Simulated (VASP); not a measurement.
Runs of VASP 6.6.1 on Co. The cell holds a slab with vacuum, 5 atoms: a = 2.487 Å, b = 2.487 Å, c = 23.127 Å, α = 90.00°, β = 90.00°, γ = 120.00°. 

```csv
level,gap on the mesh (eV),moment (μB)
PBE+D4,none,7.97
PBE+D2,none,7.95
PBE+D3(BJ),none,7.97
PBE,none,(a)
PBE+TS,none,7.96
PBE+D3,none,7.97
```

Alike in all rows: task relaxation of the atoms; potentials or basis VASP PAW PBE potentials, release 64 (Co); spin collinear, ferromagnetic start; cell atoms relaxed; k mesh 9 × 9 × 1; cutoff (eV) 520; smearing fermi-dirac 0.05 eV.

Question: Fill in the values left out.

Answer: (a) 8.00.

Caveats: atom-pairwise D2, TS and ULG terms overbind metals (some runs).

A gap of «none» marks a metal or a gap under the smearing width.
